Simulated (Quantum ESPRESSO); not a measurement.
# BaTiO3 (R3m) in Quantum ESPRESSO: a series of runs

The runs below take BaTiO3 through phonons, with LDA.

Everything below comes from runs of Quantum ESPRESSO 7.5. Logs are shortened: lines on timing, memory, paths and dates and some standing lists are left out, and cuts for length are marked.

## (1) The structure

It takes space group R3m (No. 160, trigonal). The conventional cell has a = 5.655 Å, b = 5.655 Å, c = 6.955 Å, α = 90.00°, β = 90.00°, γ = 120.00°. Around Ba (site symmetry 3m) lie 12 O at 2.79 to 2.89 Å. Ti (site symmetry 3m) is surrounded by 6 O at 1.87 to 2.14 Å. Around O (site symmetry m) lie 2 Ti at 1.87 to 2.14 Å.

## (2) Phonons, LDA

pw.in

```
&CONTROL
  calculation = 'scf'
  prefix = 'pwscf'
  outdir = './tmp'
  pseudo_dir = './pseudo'
  tprnfor = .true.
  tstress = .true.
  disk_io = 'low'
/
&SYSTEM
  ibrav = 0
  celldm(1) = 8
  nat = 5
  ntyp = 3
  ecutwfc = 45
  ecutrho = 360
  nbnd = 28
  occupations = 'smearing'
  smearing = 'fd'
  degauss = 0.00367493
/
&ELECTRONS
  conv_thr = 1d-09
  electron_maxstep = 120
  mixing_beta = 0.5
/
ATOMIC_SPECIES
Ba   137.3270 ba_lda_v1.uspp.F.UPF
Ti    47.8670 ti_lda_v1.4.uspp.F.UPF
O     15.9990 o_lda_v1.2.uspp.F.UPF
CELL_PARAMETERS alat
  0.6678685679735   0.3855940974892   0.5476410939078
 -0.6678685679735   0.3855940974892   0.5476410939078
  0.0000000000000  -0.7711881950020   0.5476410939078
ATOMIC_POSITIONS crystal
Ba     0.0000000000    0.0000000000    0.0000000000
Ti     0.4845000000    0.4845000000    0.4845000000
O      0.5086000000    0.0175000000    0.5086000000
O      0.0175000000    0.5086000000    0.5086000000
O      0.5086000000    0.5086000000    0.0175000000
K_POINTS automatic
4 4 4 1 1 1
```

relax.in

```
&CONTROL
  calculation = 'relax'
  prefix = 'pwscf'
  outdir = './tmp'
  pseudo_dir = './pseudo'
  tprnfor = .true.
  tstress = .true.
  disk_io = 'low'
  nstep = 40
  forc_conv_thr = 0.0001
  etot_conv_thr = 1d-06
/
&SYSTEM
  ibrav = 0
  celldm(1) = 8
  nat = 5
  ntyp = 3
  ecutwfc = 45
  ecutrho = 360
  nbnd = 28
  occupations = 'smearing'
  smearing = 'fd'
  degauss = 0.00367493
/
&ELECTRONS
  conv_thr = 1d-09
  electron_maxstep = 120
  mixing_beta = 0.5
/
&IONS
  ion_dynamics = 'bfgs'
/
ATOMIC_SPECIES
Ba   137.3270 ba_lda_v1.uspp.F.UPF
Ti    47.8670 ti_lda_v1.4.uspp.F.UPF
O     15.9990 o_lda_v1.2.uspp.F.UPF
CELL_PARAMETERS alat
  0.6678685679686   0.3855940974960   0.5476410939106
 -0.6678685679686   0.3855940974960   0.5476410939106
 -0.0000000000000  -0.7711881950038   0.5476410939023
ATOMIC_POSITIONS crystal
Ba     0.0000000000    0.0000000000    0.0000000000
Ti     0.4845000000    0.4845000000    0.4845000000
O      0.5086000000    0.0175000000    0.5086000000
O      0.0175000000    0.5086000000    0.5086000000
O      0.5086000000    0.5086000000    0.0175000000
K_POINTS automatic
4 4 4 1 1 1
```

scf2.in

```
&CONTROL
  calculation = 'scf'
  prefix = 'pwscf'
  outdir = './tmp'
  pseudo_dir = './pseudo'
  tprnfor = .true.
  tstress = .true.
  disk_io = 'low'
/
&SYSTEM
  ibrav = 0
  celldm(1) = 8
  nat = 5
  ntyp = 3
  ecutwfc = 45
  ecutrho = 360
  nbnd = 28
  occupations = 'fixed'
/
&ELECTRONS
  conv_thr = 1d-13
  electron_maxstep = 120
  mixing_beta = 0.5
  startingpot = 'file'
  startingwfc = 'file'
/
ATOMIC_SPECIES
Ba   137.3270 ba_lda_v1.uspp.F.UPF
Ti    47.8670 ti_lda_v1.4.uspp.F.UPF
O     15.9990 o_lda_v1.2.uspp.F.UPF
CELL_PARAMETERS alat
  0.6678685679686   0.3855940974960   0.5476410939106
 -0.6678685679686   0.3855940974960   0.5476410939106
 -0.0000000000000  -0.7711881950038   0.5476410939023
ATOMIC_POSITIONS crystal
Ba    -0.0027210408   -0.0027210408   -0.0027210408
Ti     0.4855501301    0.4855501301    0.4855501301
O      0.5092657862    0.0178393382    0.5092657862
O      0.0178393382    0.5092657862    0.5092657862
O      0.5092657862    0.5092657862    0.0178393382
K_POINTS automatic
4 4 4 1 1 1
```

ph.in

```
phonons of BaTiO3
&INPUTPH
  prefix = 'pwscf'
  outdir = './tmp'
  tr2_ph = 1d-18
  fildyn = 'dyn'
  niter_ph = 90
  alpha_mix(1) = 0.7
  epsil = .true.
/
0.0000000000 0.0000000000 0.0000000000
```

dynmat.in

```
&INPUT
  fildyn = 'dyn'
  asr = 'crystal'
  lperm = .true.
  filout = 'dynmat.disp'
  fileig = 'dynmat.eig'
/
```

dynmat_lo.in

```
&INPUT
  fildyn = 'dyn'
  asr = 'crystal'
  filout = 'dynmat_lo.disp'
  fileig = 'dynmat_lo.eig'
  q(1) = 0
  q(2) = 0
  q(3) = 1
/
```

Potentials or basis: GBRV 1.5 LDA.

On the command line:

```bash
$ OMP_NUM_THREADS=1 mpirun -n 4 pw.x -nk 2 -in pw.in > pw.out
$ OMP_NUM_THREADS=1 mpirun -n 4 pw.x -nk 2 -in relax.in > relax.out
$ OMP_NUM_THREADS=1 mpirun -n 4 pw.x -nk 2 -in scf2.in > scf2.out
$ OMP_NUM_THREADS=1 mpirun -n 4 ph.x -nk 2 -in ph.in > ph.out
$ OMP_NUM_THREADS=1 mpirun -n 1 dynmat.x -in dynmat.in > dynmat.out
$ OMP_NUM_THREADS=1 mpirun -n 1 dynmat.x -in dynmat_lo.in > dynmat_lo.out
```

pw.out:

```text
This program is part of the open-source Quantum ESPRESSO suite
     for quantum simulation of materials; please cite
[... 6 lines left out ...]
     using ibrav=0 with symmetry is DISCOURAGED, use correct ibrav instead

     K-points division:     npool     =       2
     Subspace diagonalization in iterative solution of the eigenvalue problem:
     a serial algorithm will be used

     --------------------
     sticks:   dense  smooth     PW     G-vecs:    dense   smooth      PW
     Min         820     412    120                24958     8829    1393
     Max         821     413    121                24959     8830    1396
     Sum        1641     825    241                49917    17659    2789

     Using Slab Decomposition

     bravais-lattice index     =            0
     lattice parameter (alat)  =       8.0000  a.u.
     unit-cell volume          =     433.2501 (a.u.)^3
     number of atoms/cell      =            5
     number of atomic types    =            3
     number of electrons       =        40.00
     number of Kohn-Sham states=           28
     kinetic-energy cutoff     =      45.0000  Ry
     charge density cutoff     =     360.0000  Ry
     scf convergence threshold =      1.0E-09
     mixing beta               =       0.5000
     number of iterations used =            8  plain     mixing
     Exchange-correlation= SLA  PZ   NOGX NOGC
                           (   1   1   0   0   0   0   0)

     celldm(1)=   8.000000  celldm(2)=   0.000000  celldm(3)=   0.000000
     celldm(4)=   0.000000  celldm(5)=   0.000000  celldm(6)=   0.000000

     crystal axes: (cart. coord. in units of alat)
               a(1) = (   0.667869   0.385594   0.547641 )
               a(2) = (  -0.667869   0.385594   0.547641 )
               a(3) = (   0.000000  -0.771188   0.547641 )

     reciprocal axes: (cart. coord. in units 2 pi/alat)
               b(1) = (  0.748650  0.432233  0.608671 )
               b(2) = ( -0.748650  0.432233  0.608671 )
               b(3) = (  0.000000 -0.864467  0.608671 )

     PseudoPot. # 1 for Ba read from file:
     ba_lda_v1.uspp.F.UPF
     Pseudo is Ultrasoft + core correction, Zval = 10.0
     Generated by new atomic code, or converted to UPF format
     Using radial grid of  907 points,  7 beta functions with:
                l(1) =   0
                l(2) =   0
                l(3) =   1
                l(4) =   1
                l(5) =   2
                l(6) =   2
                l(7) =   3
     Q(r) pseudized with  6 coefficients,  rinner =    1.700   1.700   1.700
                                                       1.700   1.700   1.700
                                                       1.700

     PseudoPot. # 2 for Ti read from file:
     ti_lda_v1.4.uspp.F.UPF
     Pseudo is Ultrasoft + core correction, Zval = 12.0
     Generated by new atomic code, or converted to UPF format
     Using radial grid of  851 points,  6 beta functions with:
                l(1) =   0
[... 48 lines left out ...]
        k(   10) = (  -0.0000000   0.6483502   0.2282517), wk =   0.1875000

     Dense  grid:    49917 G-vectors     FFT dimensions: (  45,  45,  45)

     Smooth grid:    17659 G-vectors     FFT dimensions: (  36,  36,  36)

     Check: negative core charge=   -0.000007

     Initial potential from superposition of free atoms

     starting charge      38.9872, renormalised to      40.0000

     negative rho (up, down):  1.008E-01 0.000E+00
     Starting wfcs are   35 randomized atomic wfcs

     Self-consistent Calculation

     iteration #  1     ecut=    45.00 Ry     beta= 0.50
     Davidson diagonalization with overlap
     ethr =  1.00E-02,  avg # of iterations =  2.0

     negative rho (up, down):  9.520E-02 0.000E+00
[... 76 lines left out ...]
     iteration # 10     ecut=    45.00 Ry     beta= 0.50
     Davidson diagonalization with overlap
     ethr =  8.16E-11,  avg # of iterations =  2.0

     negative rho (up, down):  8.987E-02 0.000E+00

     End of self-consistent calculation

          k = 0.0000 0.0000 0.2283 (  2202 PWs)   bands (ev):

   -45.6519 -22.2560 -22.2560 -22.2481 -14.5977  -6.5160  -5.8064  -5.8064
     0.1909   0.1909   0.4511   7.1692   7.5379   7.5379   8.0796   8.0796
     8.6483   8.9928   9.3558   9.3558  12.6974  12.6974  12.7286  15.0841
    15.0841  15.7867  15.7867  17.9005

          k = 0.0000-0.2161 0.3804 (  2203 PWs)   bands (ev):

   -45.6513 -22.2909 -22.2543 -22.2484 -14.5199  -6.5886  -5.7621  -5.6513
     0.2055   0.3315   0.5667   6.2192   7.0693   7.2721   7.3784   7.6834
     8.4044   8.8308   8.9914   9.0476  12.8118  13.5764  13.6162  15.0442
    16.3283  16.9985  17.4342  18.6706

          k = 0.0000 0.4322-0.0761 (  2206 PWs)   bands (ev):

   -45.6513 -22.2910 -22.2543 -22.2483 -14.5193  -6.5913  -5.7622  -5.6520
     0.2068   0.3227   0.5868   6.1826   6.9444   7.2958   7.5404   7.6645
     8.4059   8.7655   9.0463   9.0738  12.7986  13.5166  13.6105  15.0609
    16.3448  16.9856  17.4295  18.6568

          k = 0.0000 0.2161 0.0761 (  2208 PWs)   bands (ev):

   -45.6519 -22.2567 -22.2560 -22.2474 -14.5971  -6.5183  -5.8076  -5.8065
     0.1922   0.1936   0.4577   7.1414   7.4677   7.5346   8.0880   8.1254
     8.6790   8.8830   9.4142   9.5017  12.5217  12.7042  12.7509  15.0955
    15.1293  15.7660  15.7812  17.8793

          k =-0.1872-0.1081 0.5326 (  2212 PWs)   bands (ev):

   -45.6508 -22.2906 -22.2857 -22.2494 -14.4619  -6.2600  -5.7634  -5.6954
     0.0727   0.1182   0.4729   6.0141   6.3867   6.4819   7.3435   7.4198
     8.0478   8.8598   9.1639   9.6984  13.6627  13.7036  13.9460  15.5167
    17.3597  17.7234  18.2373  18.8105
[... 10 lines left out ...]
   -45.6513 -22.2909 -22.2546 -22.2480 -14.5195  -6.5885  -5.7632  -5.6534
     0.2085   0.3284   0.5771   6.2003   6.9830   7.2904   7.4076   7.6923
     8.3536   8.8058   9.0156   9.2231  12.6899  13.5198  13.6489  15.0923
    16.3313  16.9843  17.4177  18.6550

          k = 0.3743 0.2161-0.3804 (  2214 PWs)   bands (ev):

   -45.6508 -22.2906 -22.2858 -22.2493 -14.4617  -6.2566  -5.7634  -5.7008
     0.0734   0.1073   0.4916   5.9941   6.3573   6.4913   7.3012   7.4095
     8.0946   8.9615   9.1594   9.6975  13.5349  13.7120  13.9638  15.5627
    17.3362  17.6943  18.1960  18.7975
[... 10 lines left out ...]
   -45.6502 -22.2891 -22.2886 -22.2798 -14.4105  -5.8789  -5.6535  -5.6450
    -0.3570  -0.3566  -0.0472   5.8675   6.4864   6.5050   7.1138   7.5391
     7.5937   9.5752   9.5952   9.7438  14.0014  14.1668  14.1731  16.8815
    16.9103  17.6295  17.8644  18.0029

     the Fermi energy is    11.1339 ev

!    total energy              =    -287.20716036 Ry
     estimated scf accuracy    <          2.4E-10 Ry
     smearing contrib. (-TS)   =      -0.00000000 Ry
     internal energy E=F+TS    =    -287.20716036 Ry

     The total energy is F=E-TS. E is the sum of the following terms:
     one-electron contribution =     -73.86535881 Ry
     hartree contribution      =      60.52071747 Ry
     xc contribution           =     -67.38912157 Ry
     ewald contribution        =    -206.47339746 Ry

     convergence has been achieved in  10 iterations

     negative rho (up, down):  8.987E-02 0.000E+00

     Forces acting on atoms (cartesian axes, Ry/au):

     atom    1 type  1   force =    -0.00000000    0.00000000   -0.00557821
     atom    2 type  2   force =    -0.00000000   -0.00000000    0.00422660
     atom    3 type  3   force =     0.00045402   -0.00026213    0.00045054
     atom    4 type  3   force =    -0.00045402   -0.00026213    0.00045054
     atom    5 type  3   force =    -0.00000000    0.00052425    0.00045054

     Total force =     0.007100     Total SCF correction =     0.000009

     Computing stress (Cartesian axis) and pressure

     negative rho (up, down):  8.987E-02 0.000E+00
          total   stress  (Ry/bohr**3)                   (kbar)     P=      -47.43
  -0.00032087  -0.00000000  -0.00000000          -47.20       -0.00       -0.00
  -0.00000000  -0.00032087  -0.00000000           -0.00      -47.20       -0.00
  -0.00000000  -0.00000000  -0.00032547           -0.00       -0.00      -47.88

=------------------------------------------------------------------------------=
   JOB DONE.
=------------------------------------------------------------------------------=
```

Wall time 7.5 min (4 MPI ranks of Arm Neoverse V1, shared host); peak memory 0.6 GiB.

Results:

```
Free energy                                             : -3907.6543 eV
Pressure after relaxing                                 : -4.9 GPa
Electronic dielectric tensor (diagonal)                 : 6.13, 6.13, 5.67
Born charges (mean of the diagonal)                     : Ba +2.79; Ti +6.24; O -3.00 e
Highest phonon frequency at Γ, LO-TO splitting left out : 516 cm⁻¹
Static dielectric tensor (diagonal)                     : 59.46, 59.46, 33.70
```

Step by step:
```
step  energy change (eV)  largest force (eV/Å)  pressure (GPa)
   1              0.0000                0.1434           -4.74
   2             -0.0006                0.1182           -4.81
   3             -0.0011                0.0911           -4.86
   4             -0.0016                0.0514           -4.93
   5             -0.0018                0.0212           -4.97
   6             -0.0018                0.0204           -4.96
   7             -0.0018                0.0155           -4.93
   8             -0.0018                0.0069           -4.88
   9             -0.0018                0.0012           -4.85
```

Final structure:
```
Ba Ti O
1.0
     2.82737    1.63238    2.31839
    -2.82737    1.63238    2.31839
     0.00000   -3.26476    2.31839
Ba Ti O
1 1 3
Direct
  0.99728 0.99728 0.99728
  0.48555 0.48555 0.48555
  0.50927 0.01784 0.50927
  0.01784 0.50927 0.50927
  0.50927 0.50927 0.01784
```

Phonon frequencies in cm⁻¹ (negative: imaginary):
```
              q point                                               frequencies
(0.000, 0.000, 0.000)  -8 -8 -8 163 163 166 221 221 265 281 294 294 465 465 516
```

Electronic dielectric tensor:
```
6.13 0.00 0.00
0.00 6.13 0.00
0.00 0.00 5.67
```

Born effective charge tensors (e):
atom 1, Ba
```
2.81 0.00 0.00
0.00 2.81 0.00
0.00 0.00 2.76
```
atom 2, Ti
```
6.54 0.00 0.00
0.00 6.54 0.00
0.00 0.00 5.63
```
atom 3, O
```
-3.67  0.97  1.24
 0.97 -2.54 -0.72
 1.05 -0.61 -2.79
```
atom 4, O
```
-3.67 -0.97 -1.24
-0.97 -2.54 -0.72
-1.05 -0.61 -2.79
```
atom 5, O
```
-1.98  0.00  0.00
 0.00 -4.23  1.43
 0.00  1.22 -2.79
```

Optical modes at Γ, degenerate ones joined, polar ones without the macroscopic field:
```
cm⁻¹  components  symmetry     active in  IR intensity, summed ((D/Å)²/amu)
 164           2         E  IR and Raman                              22.84
 167           1        A1  IR and Raman                               5.57
 221           2         E  IR and Raman                             112.55
 265           1        A1  IR and Raman                              43.08
 281           1        A2        silent                               0.00
 294           2         E  IR and Raman                               0.06
 465           2         E  IR and Raman                              11.96
 516           1        A1  IR and Raman                               8.09
```

Zone-centre frequencies without and with the macroscopic field along z (cm⁻¹):
```
                                  optical modes in rising order
       without  164 164 167 221 221 265 281 294 294 465 465 516
with the field  164 164 179 221 221 281 294 294 463 465 465 671
```

Static dielectric tensor, electrons and zone-centre modes:
```
59.46  0.00  0.00
 0.00 59.46  0.00
 0.00  0.00 33.70
```

Caveat: the cell is more than 3 GPa from zero pressure, which shifts response properties.

[end of part 1 of 3]
